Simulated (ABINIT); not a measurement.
La2O3:

```xyz
5
Lattice="6.2668 0.0000 0.0000 -3.1334 5.4272 0.0000 0.0000 0.0000 3.2998" Properties=species:S:1:pos:R:3 pbc="T T T"
La    3.1334    1.8091    1.6499
La    0.0000    3.6181    1.6499
O     3.1836    0.0000    0.0000
O    -1.5918    2.7571    0.0000
O     1.5416    2.6701    0.0000
```

The cell comes from a database or a generator and needn't be the stable form of this composition.

* Program: ABINIT 10.8.3 (patched build)
* Task: relaxation of cell and atoms
* Functional: LDA
* Potentials or basis: JTH PAW LDA v2.0
* Cutoff: 626 eV
* k mesh: 4 × 4 × 7
* Occupations: fermi-dirac, width 0.05 eV
* Spin: no spin polarisation

At the start: pressure -2.6 GPa; volume 22.45 Å³/atom.

Q: How do energy, volume and symmetry change on relaxing?

A: Over 6 steps the energy falls by 7.9 meV/atom and the volume is 22.05 Å³/atom (-1.8 %); space group P6/mmm (No. 191, to 0.05 Å).

Step by step:
```
step  energy change (eV)  largest force (eV/Å)  pressure (GPa)  volume (Å³)
   1              0.0000                0.0703           -2.55       112.23
   2             -0.0190                0.0648           -1.62       111.35
   3             -0.0361                0.0454            0.21       109.86
   4             -0.0375                0.0361            0.19       109.96
   5             -0.0393                0.0031            0.00       110.25
   6             -0.0393                0.0000            0.00       110.24
```

Final structure:
```
La O
1.0
     6.26813    0.00000    0.00000
    -3.13406    5.42836    0.00000
     0.00000    0.00000    3.23991
La O
2 3
Direct
  0.66667 0.33333 0.50000
  0.33333 0.66667 0.50000
  0.50000 0.00000 0.00000
  0.00000 0.50000 0.00000
  0.50000 0.50000 0.00000
```
